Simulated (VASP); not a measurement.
Write the native input for VASP 6.6.1 that does the following.

```
Task                   : relaxation of cell and atoms
Functional             : PBE
Potentials or basis    : VASP PAW PBE potentials, release 64 (Fe)
Cutoff                 : 600 eV
k mesh                 : 13 × 13 × 13
Occupations            : fermi-dirac, width 0.05 eV
Spin                   : collinear spin, ferromagnetic start
Starting moments       : [3.0] μB
Further INCAR settings : ALGO = Normal; EDIFF = 1e-07; IBRION = 2; EDIFFG = -0.005; NSW = 40; ISIF = 3
```

The structure of Fe lies in POSCAR:

```
Fe
1.0
   -1.4430000000      1.4430000000      1.4430000000
    1.4430000000     -1.4430000000      1.4430000000
    1.4430000000      1.4430000000     -1.4430000000
Fe
1
Direct
    0.0000000000      0.0000000000      0.0000000000
```

The input as run:

INCAR

```
SYSTEM = Fe
PREC     = Accurate       ! precision mode
ENCUT    = 600            ! plane-wave cutoff, eV
EDIFF    = 1E-7           ! SCF threshold, eV
ISMEAR   = -1             ! smearing method
SIGMA    = 0.05           ! smearing width, eV
LREAL    = .False.        ! projectors in reciprocal space
LASPH    = .True.         ! aspherical terms in the spheres
NELM     = 150            ! most SCF steps
ALGO     = Normal         ! electronic algorithm
ISIF     = 3              ! what is computed and relaxed
LWAVE    = .False.        ! write WAVECAR
LCHARG   = .False.        ! write CHGCAR
ISPIN    = 2              ! spin polarisation
MAGMOM   = 3              ! initial moments
LORBIT   = 11             ! projections on sites
LMAXMIX  = 4              ! l up to which the mixer works
GGA      = PE             ! functional
IBRION   = 2              ! ionic algorithm
NSW      = 40             ! ionic steps
EDIFFG   = -0.005         ! ionic threshold
```

KPOINTS

```
Automatic mesh
0
Gamma
  13 13 13
  0 0 0
```

Potentials or basis: VASP PAW PBE potentials, release 64 (Fe).

Command:

```bash
$ cat potpaw_PBE.64/Fe/POTCAR > POTCAR
$ mpirun -np 1 vasp_std > vasp.out
```

Results of the run:

```json
{
  "Relaxed volume": "11.30 Å³/atom",
  "Relaxed cell": "a = 2.448 Å, b = 2.448 Å, c = 2.448 Å, α = 109.47°, β = 109.47°, γ = 109.47°",
  "Space group after relaxing (to 0.05 Å)": "Im-3m (No. 229)",
  "Energy gained by relaxing": "23.4 meV/atom",
  "Ionic steps": "15",
  "Pressure after relaxing": "0.0 GPa",
  "Band gap on the k mesh": "none (metal or under the smearing width)",
  "Net moment": "2.13 μB per cell",
  "Site moments": "Fe +2.13 μB",
  "Valence electrons inside the program's atomic spheres": "Fe 7.28"
}
```

Run time: 66 s on 1 thread of Intel(R) Xeon(R) 6975P-C (Granite Rapids) (shared host), peak memory 0.15 GiB.
